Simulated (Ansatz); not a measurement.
Set up this calculation in Ansatz 0.2.0, as the native input.

| Property | Result |
| --- | --- |
| Task | band structure |
| Functional | r2SCAN |
| Potentials or basis | Ansatz PAW |
| Cutoff | 500 eV (not typed: the program's choice for these potentials) |
| k mesh | 7 × 7 × 7 |
| Occupations | fermi-dirac, width 0.05 eV |
| Spin | spin-orbit coupling, no magnetisation |
| Path | [["G", "X", "W", "K", "G", "L", "U", "W", "L", "K"], ["U", "X"]] |
| Points for each segment of the path | 14 |

SrO:

```
Sr O
1.0
     0.00000    2.56630    2.56630
     2.56630    0.00000    2.56630
     2.56630    2.56630    0.00000
Sr O
1 1
Cartesian
  2.5663 2.5663 2.5663
  0.0000 0.0000 0.0000
```

One way to write it, as run:

input.yaml

```yaml
crystal:
  lattice:
    - [0.0, 2.5663, 2.5663]
    - [2.5663, 0.0, 2.5663]
    - [2.5663, 2.5663, 0.0]
  atoms:
    - { symbol: Sr, position: [0.5, 0.5, 0.5] }
    - { symbol: O, position: [0.0, 0.0, 0.0] }
hamiltonian:
  xc: r2scan
  pseudopotentials: { kind: paw_fr }
magnetization:
  noncollinear: true
  spin_orbit: true
kpoints:
  mp_grid: { grid: [7, 7, 7] }
  band_path:
    path:
      - [[0.0, 0.0, 0.0], [0.5, 0.0, 0.5], [0.5, 0.25, 0.75], [0.375, 0.375, 0.75], [0.0, 0.0, 0.0], [0.5, 0.5, 0.5], [0.625, 0.25, 0.625], [0.5, 0.25, 0.75], [0.5, 0.5, 0.5], [0.375, 0.375, 0.75]]
      - [[0.625, 0.25, 0.625], [0.5, 0.0, 0.5]]
    npoints: 14
scf:
  occupations: { method: fermi_dirac, width: 0.05 }
  n_extra_bands: 6
output:
  forces: true
  stress: true
  eigenvalues: true
  fatbands: true
  write_density: true
  write_potential: true
  elf: true
  volumetric_format: npy
```

Potentials or basis: Ansatz PAW.

The run is started by

```sh
$ ansatz run input.yaml --threads 2 --pin off --max-ram 5632MiB --backend cpu --events-out ev --progress --plain --runs-dir out
```

Results of the run:

```json
{
  "Pressure": "1.5 GPa",
  "Band gap on the k mesh": "3.87 eV, indirect (least direct gap 3.94 eV)",
  "Band gap along the path": "3.77 eV, indirect (least direct gap 3.82 eV)"
}
```

Caveat: the k mesh misses the band edges, so the gap on the mesh is wider than the one along the path; the PAW data sets come from PBE, with cores solved anew for the run's functional, which leaves a small shift of forces and pressure.

Run time: 17 s on 2 threads of Arm Neoverse V2, with other jobs on the host, peak memory 0.46 GiB.
